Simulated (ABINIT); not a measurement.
The system is B.

```
CELL_PARAMETERS angstrom
2.34611 0.00000 0.00000
0.00000 2.34611 0.00000
0.00000 0.00000 1.58579
ATOMIC_POSITIONS crystal
B 0.50000 0.50000 0.50000
```

The cell was built by a generator and needn't be a form met in nature.

Base run:

```yaml
Program: ABINIT 10.8.3 (patched build)
Functional: r2SCAN
Potentials_or_basis: JTH PAW PBE v2.0
Cutoff: 490 eV
k_mesh: 11 × 11 × 16
Occupations: fermi-dirac, width 0.05 eV
Spin: no spin polarisation
```

Its results: band gap on the k mesh none (metal or under the smearing width); pressure -0.8 GPa.

Question: After a change of settings the same cell gave: band gap on the k mesh none (metal or under the smearing width); pressure 1.8 GPa. Which change was it?
A. functional from r2SCAN to BLYP
B. functional from r2SCAN to revPBE
C. functional from r2SCAN to PBE; potentials or basis from JTH PAW PBE v2.0 to SG15 NC PBE v1.2; cutoff from 490 eV to 599 eV
D. functional from r2SCAN to SCAN

Answer: B.

Caveats: the PAW data sets were made with another functional, which shifts forces and pressure a little; the atomic spheres overlap.
